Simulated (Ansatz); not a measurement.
Si2Mo: relaxation of cell and atoms with RPBE+D4

Crystal: Si2Mo.

```
CELL_PARAMETERS angstrom
4.58547 0.00000 0.00000
-2.29274 3.97113 0.00000
0.00000 0.00000 6.57976
ATOMIC_POSITIONS crystal
Mo 0.50000 0.50000 0.83333
Mo 0.00000 0.50000 0.16667
Mo 0.50000 0.00000 0.50000
Si 0.16387 0.32775 0.50000
Si 0.67225 0.83613 0.16667
Si 0.83613 0.16387 0.83333
Si 0.83613 0.67225 0.50000
Si 0.32775 0.16387 0.16667
Si 0.16387 0.83613 0.83333
```

Measurements of this composition are mostly on another form, of space group No. 139.

```
Program             : Ansatz 0.2.0
Task                : relaxation of cell and atoms
Functional          : RPBE
Dispersion          : D4
Potentials or basis : Ansatz PAW
Cutoff              : 420 eV (not typed: the program's choice for these potentials)
k mesh              : 7 × 7 × 4
Occupations         : fermi-dirac, width 0.05 eV
Spin                : no spin polarisation
```

| Item | Value |
| --- | --- |
| Relaxed volume | 12.93 Å³/atom |
| Relaxed cell | a = 4.539 Å, b = 4.539 Å, c = 6.524 Å, α = 90.00°, β = 90.00°, γ = 120.00° |
| Space group after relaxing (to 0.05 Å) | P6_222 (No. 180) |
| Energy gained by relaxing | 7.6 meV/atom |
| Ionic steps | 5 |
| Pressure after relaxing | 0.0 GPa |
| Band gap on the k mesh | 0.27 eV, indirect (least direct gap 0.68 eV) |

The path:
| step | energy change (eV) | largest force (eV/Å) | volume (Å³) |
| --- | --- | --- | --- |
| 1 | 0.0000 | 0.0096 | 119.81 |
| 2 | -0.0639 | 0.0556 | 115.48 |
| 3 | -0.0694 | 0.0070 | 116.45 |
| 4 | -0.0694 | 0.0016 | 116.40 |
| 5 | -0.0685 | 0.0017 | 116.40 |

Final structure:
```xyz
9
Lattice="4.5389 0.0000 0.0000 -2.2695 3.9308 0.0000 0.0000 0.0000 6.5242" Properties=species:S:1:pos:R:3 pbc="T T T"
Mo    1.1347    1.9654    5.4368
Mo   -1.1347    1.9654    1.0874
Mo    2.2695    0.0000    3.2621
Si    0.0000    1.2886    3.2621
Si    1.1535    3.2865    1.0874
Si    3.4229    0.6443    5.4368
Si    2.2695    2.6422    3.2621
Si    1.1160    0.6443    1.0874
Si   -1.1535    3.2865    5.4368
```

Levels at points of the mesh, in eV from the valence-band top:
| k point | band 29 | band 30 | band 31 | band 32 | band 33 | band 34 | band 35 | band 36 | band 37 | band 38 |
| --- | --- | --- | --- | --- | --- | --- | --- | --- | --- | --- |
| (0.00, 0.00, 0.00) | -2.98 | -2.98 | -2.68 | -2.02 | -0.77 | 2.20 | 2.56 | 2.56 | 2.68 | 2.81 |
| (0.00, 0.00, -0.50) | -2.25 | -2.25 | -2.00 | -0.67 | -0.67 | 2.08 | 2.51 | 2.57 | 2.57 | 2.73 |

It took 21 s on 4 threads of Arm Neoverse V1, on a shared host, peak memory 0.47 GiB.

Caveat: odd divisions of the mesh miss points on the zone boundary, where band edges often lie, so the gap on the mesh can be too wide; the plane-wave basis is chosen anew once the cell has moved, so the energies of steps on either side of that aren't comparable; the PAW data sets come from PBE, with cores solved anew for the run's functional, which leaves a small shift of forces and pressure. A k mesh can miss the band edges.
